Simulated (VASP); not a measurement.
Wanted: the native input for a VASP 6.6.1 run.

```
Task                   : single point
Functional             : PBEsol
Potentials or basis    : VASP PAW PBE potentials, release 64 (Er)
Cutoff                 : 520 eV
k mesh                 : 12 × 12 × 12
Occupations            : fermi-dirac, width 0.05 eV
Spin                   : collinear spin, typed start
Starting moments       : [3.0] μB
Dipole correction      : no
Further INCAR settings : ALGO = Normal; EDIFF = 1e-07; NBANDS = 21
```

The structure of Er lies in POSCAR:

```
Er
1.0
   -1.9942857976      1.9942857976      1.9942857976
    1.9942857976     -1.9942857976      1.9942857976
    1.9942857976      1.9942857976     -1.9942857976
Er
1
Direct
    0.0000000000      0.0000000000      0.0000000000
```

This isn't the form of Er at room conditions, which is hcp.

The cell isn't the ideal one: volume scaled by 1.025.

The input as run:

INCAR

```
SYSTEM = Er
PREC = Accurate
ENCUT = 520
EDIFF = 1E-7
ISMEAR = -1
SIGMA = 0.05
LREAL = .FALSE.
LASPH = .TRUE.
NELM = 150
ALGO = Normal
ISIF = 2
LWAVE = .FALSE.
LCHARG = .FALSE.
ISPIN = 2
MAGMOM = 3
LORBIT = 11
LMAXMIX = 6
GGA = PS
NBANDS = 21
```

KPOINTS

```
Automatic mesh
0
G
  12 12 12
  0 0 0
```

Potentials or basis: VASP PAW PBE potentials, release 64 (Er).

The run is started by

```console
$ cat potpaw_PBE.64/Er/POTCAR > POTCAR
$ mpirun -np 1 vasp_std > vasp.out
```

Results of the run:

- Pressure: -0.5 GPa
- Band gap on the k mesh: none (metal or under the smearing width)
- Net moment: 2.26 μB per cell
- Site moments: Er +2.35 μB
- Valence electrons inside the program's atomic spheres: Er 19.63

Caveat: the magnetic or orbital state may not be the lowest; the PAW data sets were made with another functional, which shifts forces and pressure a little; spin-orbit coupling is left out, which moves the levels of the heavy elements.

It took 2.6 min on 1 thread of Intel(R) Xeon(R) 6975P-C (Granite Rapids), on a shared host, peak memory 0.24 GiB.
